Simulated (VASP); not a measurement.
A VASP 6.6.1 relaxation on GaN

INCAR

```
SIGMA = 0.02
LCHARG = .FALSE.
POTIM = 0.1
NELM = 120
EDIFF = 1E-7
SMASS = 0.4
PREC = Accurate
NBANDS = 16
GGA = CA
LASPH = .TRUE.
LREAL = .FALSE.
ISMEAR = -1
IBRION = 3
NSW = 40
ISIF = 3
ENCUT = 600
LWAVE = .FALSE.
EDIFFG = -5E-3
```

KPOINTS

```
KPOINTS created by Atomic Simulation Environment
0
Gamma
8 8 8
0 0 0
```

POSCAR

```
Ga N
 1.0000000000000000
     0.0000000000000000    2.2741788659219644    2.2741788659219644
     2.2741788659219644    0.0000000000000000    2.2741788659219644
     2.2741788659219644    2.2741788659219644    0.0000000000000000
 Ga  N
   1   1
Cartesian
  0.0000000000000000  0.0000000000000000  0.0000000000000000
  1.1370894329609822  1.1370894329609822  1.1370894329609822
```

The recommended LDA PAW datasets give the neutral cell 18 valence electrons.

Command

```
mpirun -np 1 vasp_std
```

Problem. Predict the outcome of this run.

Solution. It converged. Results: relaxed cell vector lengths 3.156, 3.156, 3.156 Å; relaxed cell volume 22.22 Å³.

OSZICAR

```
N       E                     dE             d eps       ncg     rms          rms(c)
DAV:   1     0.894867922401E+02    0.89487E+02   -0.10129E+04  1008   0.216E+03
DAV:   2    -0.917493903327E+01   -0.98662E+02   -0.90802E+02  1064   0.355E+02
DAV:   3    -0.157829695961E+02   -0.66080E+01   -0.65826E+01  1040   0.740E+01
DAV:   4    -0.158620720779E+02   -0.79102E-01   -0.79088E-01  1232   0.862E+00
DAV:   5    -0.158631823123E+02   -0.11102E-02   -0.11102E-02  1056   0.937E-01    0.737E+00
DAV:   6    -0.139633960924E+02    0.18998E+01   -0.49894E+00  1392   0.395E+01    0.268E+00
DAV:   7    -0.139297158171E+02    0.33680E-01   -0.24123E-01  1024   0.633E+00    0.166E+00
DAV:   8    -0.139057477754E+02    0.23968E-01   -0.82079E-02  1096   0.272E+00    0.772E-01
DAV:   9    -0.139019053335E+02    0.38424E-02   -0.10017E-02  1176   0.191E+00    0.273E-01
DAV:  10    -0.139021210710E+02   -0.21574E-03   -0.11406E-03  1144   0.374E-01    0.140E-01
...
DAV:   5    -0.139456905316E+02    0.63900E-07   -0.10386E-07   872   0.470E-03
  15 F= -.13945691E+02 E0= -.13945691E+02  d E =-.568189E-04
       N       E                     dE             d eps       ncg     rms          rms(c)
DAV:   1    -0.139462998448E+02   -0.60925E-03   -0.60251E-03  1120   0.200E+00    0.142E-01
DAV:   2    -0.139458673112E+02    0.43253E-03   -0.55145E-04  1112   0.750E-01    0.626E-02
DAV:   3    -0.139457632355E+02    0.10408E-03   -0.83765E-05  1120   0.350E-01    0.160E-02
DAV:   4    -0.139457490934E+02    0.14142E-04   -0.12528E-05  1232   0.454E-02    0.200E-03
DAV:   5    -0.139457487870E+02    0.30643E-06   -0.55173E-07  1144   0.107E-02    0.113E-03
DAV:   6    -0.139457487864E+02    0.56252E-09   -0.60469E-09   616   0.847E-04
  16 F= -.13945749E+02 E0= -.13945749E+02  d E =-.582549E-04
```

Standard output (part)

```
POSCAR found type information on POSCAR GaN
 POSCAR found :  2 types and       2 ions
 LDA part: xc-table for (Slater(with rela. corr.)+CA(PZ))
 , standard interpolation
 POSCAR, INCAR and KPOINTS ok, starting setup
 WAVECAR not read
 entering main loop
damped:  g(F)=  0.182E-48 g(S)=  0.322E-01 dE (1.order)=-0.537E-01
 bond charge predicted
damped:  g(F)=  0.141E-47 g(S)=  0.480E-02 dE (1.order)=-0.218E-01
 bond charge predicted
damped:  g(F)=  0.337E-47 g(S)=  0.340E-02 dE (1.order)= 0.657E-02
 bond charge predicted
damped:  g(F)=  0.558E-46 g(S)=  0.114E-01 dE (1.order)=-0.110E-01
 bond charge predicted
damped:  g(F)=  0.182E-47 g(S)=  0.396E-02 dE (1.order)=-0.109E-01
 bond charge predicted
damped:  g(F)=  0.516E-47 g(S)=  0.776E-04 dE (1.order)= 0.890E-03
 bond charge predicted
damped:  g(F)=  0.241E-48 g(S)=  0.234E-02 dE (1.order)=-0.641E-03
 bond charge predicted
damped:  g(F)=  0.273E-48 g(S)=  0.183E-02 dE (1.order)=-0.342E-02
 bond charge predicted
damped:  g(F)=  0.885E-47 g(S)=  0.797E-04 dE (1.order)=-0.609E-03
 bond charge predicted
damped:  g(F)=  0.251E-47 g(S)=  0.347E-03 dE (1.order)= 0.269E-03
 bond charge predicted
damped:  g(F)=  0.171E-47 g(S)=  0.518E-03 dE (1.order)=-0.643E-03
 bond charge predicted
damped:  g(F)=  0.402E-48 g(S)=  0.917E-04 dE (1.order)=-0.333E-03
 bond charge predicted
damped:  g(F)=  0.889E-48 g(S)=  0.227E-04 dE (1.order)= 0.727E-04
 bond charge predicted
damped:  g(F)=  0.409E-48 g(S)=  0.105E-03 dE (1.order)=-0.705E-04
...
```

```json
{"ionic step": "1", "ΔE (meV/atom)": "0.0", "volume (Å³)": "23.52", "largest force (eV/Å)": "0.000", "pressure (GPa)": "-10.16", "electronic steps": "13"}
{"ionic step": "2", "ΔE (meV/atom)": "-18.8", "volume (Å³)": "22.69", "largest force (eV/Å)": "0.000", "pressure (GPa)": "-4.07", "electronic steps": "8"}
{"ionic step": "3", "ΔE (meV/atom)": "-19.8", "volume (Å³)": "21.84", "largest force (eV/Å)": "0.000", "pressure (GPa)": "3.56", "electronic steps": "8"}
{"ionic step": "4", "ΔE (meV/atom)": "-15.1", "volume (Å³)": "21.54", "largest force (eV/Å)": "0.000", "pressure (GPa)": "6.61", "electronic steps": "8"}
{"ionic step": "5", "ΔE (meV/atom)": "-19.5", "volume (Å³)": "21.81", "largest force (eV/Å)": "0.000", "pressure (GPa)": "3.84", "electronic steps": "7"}
{"ionic step": "6", "ΔE (meV/atom)": "-21.8", "volume (Å³)": "22.27", "largest force (eV/Å)": "0.000", "pressure (GPa)": "-0.53", "electronic steps": "8"}
{"ionic step": "7", "ΔE (meV/atom)": "-20.4", "volume (Å³)": "22.54", "largest force (eV/Å)": "0.000", "pressure (GPa)": "-2.86", "electronic steps": "7"}
{"ionic step": "10", "ΔE (meV/atom)": "-21.7", "volume (Å³)": "22.11", "largest force (eV/Å)": "0.000", "pressure (GPa)": "1.12", "electronic steps": "6"}
{"ionic step": "11", "ΔE (meV/atom)": "-21.6", "volume (Å³)": "22.07", "largest force (eV/Å)": "0.000", "pressure (GPa)": "1.37", "electronic steps": "6"}
{"ionic step": "12", "ΔE (meV/atom)": "-21.8", "volume (Å³)": "22.15", "largest force (eV/Å)": "0.000", "pressure (GPa)": "0.58", "electronic steps": "6"}
{"ionic step": "13", "ΔE (meV/atom)": "-21.9", "volume (Å³)": "22.24", "largest force (eV/Å)": "0.000", "pressure (GPa)": "-0.29", "electronic steps": "6"}
{"ionic step": "14", "ΔE (meV/atom)": "-21.8", "volume (Å³)": "22.28", "largest force (eV/Å)": "0.000", "pressure (GPa)": "-0.61", "electronic steps": "6"}
{"ionic step": "15", "ΔE (meV/atom)": "-21.8", "volume (Å³)": "22.26", "largest force (eV/Å)": "0.000", "pressure (GPa)": "-0.40", "electronic steps": "5"}
{"ionic step": "16", "ΔE (meV/atom)": "-21.9", "volume (Å³)": "22.22", "largest force (eV/Å)": "0.000", "pressure (GPa)": "0.00", "electronic steps": "6"}
```

For comparison, a separate LDA relaxation on usual settings, not on those above, ends at 22.22 Å³.
